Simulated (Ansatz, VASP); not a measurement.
# One calculation of Mg, two programs

INCAR

```
SYSTEM = Mg
  PREC = Accurate
  ENCUT = 520
  EDIFF = 1E-7
  ISMEAR = 0
  SIGMA = 0.15
  LREAL = .False.
  LASPH = .True.
  NELM = 60
  ALGO = Normal
  ISIF = 2
  LWAVE = .False.
  LCHARG = .False.
  GGA = PE
  NBANDS = 7
```

KPOINTS

```
regular mesh
0
Gamma
  18 18 18
  0 0 0
```

POSCAR

```
Mg
1.0
   -1.7927500000      1.7927500000      1.8412500000
    1.7927500000     -1.7927500000      1.8412500000
    1.7927500000      1.7927500000     -1.8412500000
Mg
1
Direct
    0.0000000000      0.0000000000      0.0000000000
```

Input for Ansatz:

```yaml
crystal:
  lattice:
    - [-1.79275, 1.79275, 1.84125]
    - [1.79275, -1.79275, 1.84125]
    - [1.79275, 1.79275, -1.84125]
  atoms:
    - { symbol: Mg, position: [0.0, 0.0, 0.0] }
basis:
  ecutwfc: 520.0
kpoints:
  mp_grid: { grid: [18, 18, 18] }
hamiltonian:
  xc: pbe
  pseudopotentials: { kind: paw }
scf:
  occupations: { method: gaussian, width: 0.15 }
output:
  forces: true
  stress: true
  eigenvalues: true
  write_density: true
  write_potential: true
  elf: true
  volumetric_format: npy
```

Alike in both runs: task single point; functional PBE; k mesh 18 × 18 × 18; occupations gaussian, width 0.15 eV; no spin polarisation.

|  | VASP | Ansatz |
| --- | --- | --- |
| version | VASP 6.6.1 | Ansatz 0.2.0 |
| potentials or method | VASP PAW PBE potentials, release 64 (Mg) | scalar-relativistic, plane waves, PAW |
| plane-wave cutoff (eV) | 520 | 520 |
| valence electrons in the cell | 2 | 10 |

```csv
,VASP,Ansatz,Ansatz less VASP
gap on the k mesh at the Fermi level (eV),none,none,-
pressure (GPa),-1.2,-1.1,+0.12
largest component of the traceless stress (GPa),0.09,0.09,-0.002
```

A gap of «none» marks a metal or a gap that the smearing closes. The functional is the same, so the differences come from potentials, cutoffs and numerics. The two sets of potentials don't hold the same shells in valence.
